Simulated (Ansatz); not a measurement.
Input of an Ansatz 0.2.0 run:

input.yaml

```yaml
crystal:
  lattice:
    - [3.184541456, 0.0, 0.0]
    - [-1.592270728, 2.7578938003, 0.0]
    - [0.0, 0.0, 21.67053472]
  atoms:
    - { symbol: Mo, position: [0.3333333333, 0.6666666667, 0.85116023] }
    - { symbol: Mo, position: [0.6666666667, 0.3333333333, 0.14883977] }
    - { symbol: S, position: [0.6666666667, 0.3333333333, 0.77962539] }
    - { symbol: S, position: [0.3333333333, 0.6666666667, 0.077251] }
    - { symbol: S, position: [0.6666666667, 0.3333333333, 0.922749] }
    - { symbol: S, position: [0.3333333333, 0.6666666667, 0.22037461] }
hamiltonian:
  xc: lda
  pseudopotentials: { kind: paw }
kpoints:
  mp_grid: { grid: [10, 10, 2] }
  band_path:
    path:
      - [[0.0, 0.0, 0.0], [0.5, 0.0, 0.0], [0.3333333333, 0.3333333333, 0.0], [0.0, 0.0, 0.0], [0.0, 0.0, 0.5], [0.5, 0.0, 0.5], [0.3333333333, 0.3333333333, 0.5], [0.0, 0.0, 0.5]]
      - [[0.5, 0.0, 0.5], [0.5, 0.0, 0.0]]
      - [[0.3333333333, 0.3333333333, 0.0], [0.3333333333, 0.3333333333, 0.5]]
    npoints: 14
scf:
  occupations: { method: fermi_dirac, width: 0.05 }
  n_extra_bands: 15
output:
  forces: true
  stress: true
  eigenvalues: true
  fatbands: true
```

Potentials or basis: Ansatz PAW.

Run with:

```bash
$ ansatz run input.yaml --threads 2 --pin off --max-ram 5632MiB --backend cpu --events-out ev --progress --plain --runs-dir out
```

What does it give for the largest force?

0.379 eV/Å.

Predict the band gap along the path.

1.23 eV, indirect (least direct gap 1.63 eV).

Levels at the corners of the path, in eV from the valence-band top:
```csv
point,band 22,band 23,band 24,band 25,band 26,band 27,band 28,band 29,band 30,band 31
Γ,-1.93,-1.93,-1.71,-0.52,0.00,2.37,2.37,2.38,2.38,2.64
M,-2.16,-1.40,-1.35,-1.03,-1.00,1.82,1.83,2.30,2.39,3.28
K,-3.25,-2.45,-2.45,-0.46,-0.41,1.23,1.23,2.47,2.85,3.16
Γ,-1.93,-1.93,-1.71,-0.52,0.00,2.37,2.37,2.38,2.38,2.64
A,-1.93,-1.93,-1.71,-0.52,0.00,2.37,2.37,2.38,2.38,2.64
L,-2.16,-1.40,-1.35,-1.03,-1.00,1.82,1.83,2.30,2.39,3.28
H,-3.25,-2.45,-2.45,-0.46,-0.41,1.23,1.23,2.47,2.85,3.16
A,-1.93,-1.93,-1.71,-0.52,0.00,2.37,2.37,2.38,2.38,2.64
L,-2.16,-1.40,-1.35,-1.03,-1.00,1.82,1.83,2.30,2.39,3.28
M,-2.16,-1.40,-1.35,-1.03,-1.00,1.82,1.83,2.30,2.39,3.28
K,-3.25,-2.45,-2.45,-0.46,-0.41,1.23,1.23,2.47,2.85,3.16
H,-3.25,-2.45,-2.45,-0.46,-0.41,1.23,1.23,2.47,2.85,3.16
```

Caveat: the k mesh misses the band edges, so the gap on the mesh is wider than the one along the path; the PAW data sets come from PBE, with cores solved anew for the run's functional, which leaves a small shift of forces and pressure.
